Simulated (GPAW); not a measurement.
Input of a GPAW 26.7.0 run:

Contents of run.py:

```python
from ase import Atoms
from ase.dft.bandgap import bandgap
from ase.io import write
from ase.units import GPa
from gpaw import GPAW, PW

atoms = Atoms(['Cd', 'F', 'F'],
              cell=[[0.0, 2.694, 2.694],
                    [2.694, 0.0, 2.694],
                    [2.694, 2.694, 0.0]],
              scaled_positions=[[0.0, 0.0, 0.0],
                                [0.75, 0.75, 0.75],
                                [0.25, 0.25, 0.25]],
              pbc=True)

calc = GPAW(mode=PW(600),
            xc='PBE',
            kpts={'size': (7, 7, 7), 'gamma': True},
            occupations={'name': 'fermi-dirac', 'width': 0.05},
            nbands=24,
            maxiter=120,
            txt='gpaw.txt')
atoms.calc = calc
energy = atoms.get_potential_energy()
forces = atoms.get_forces()
stress = atoms.get_stress()
calc.write('gs.gpw')
write('result.traj', atoms)
print(f'Energy: {energy:.6f} eV')
print('Forces (eV/A):')
print(forces.round(4))
print('Stress (GPa):', (stress / GPa).round(3))
print('Fermi level:', round(calc.get_fermi_level(), 4), 'eV')
print(f'Gap: {bandgap(calc)[0]:.4f} eV, direct: {bandgap(calc, direct=True)[0]:.4f} eV')
```

Potentials or basis: GPAW PAW data sets (gpaw-data 1.2.1), pw.

The run is started by

```bash
$ OMP_NUM_THREADS=1 python run.py
```

Problem. Predict the pressure.

Solution. 4.9 GPa.

Problem. Estimate the band gap on the k mesh.

Solution. 3.13 eV, indirect (least direct gap 3.54 eV).

Caveat: the cutoff is short for stress and forces, so pressures can be off by a GPa or more; an odd mesh through Γ misses points on the zone boundary, where band edges often lie.
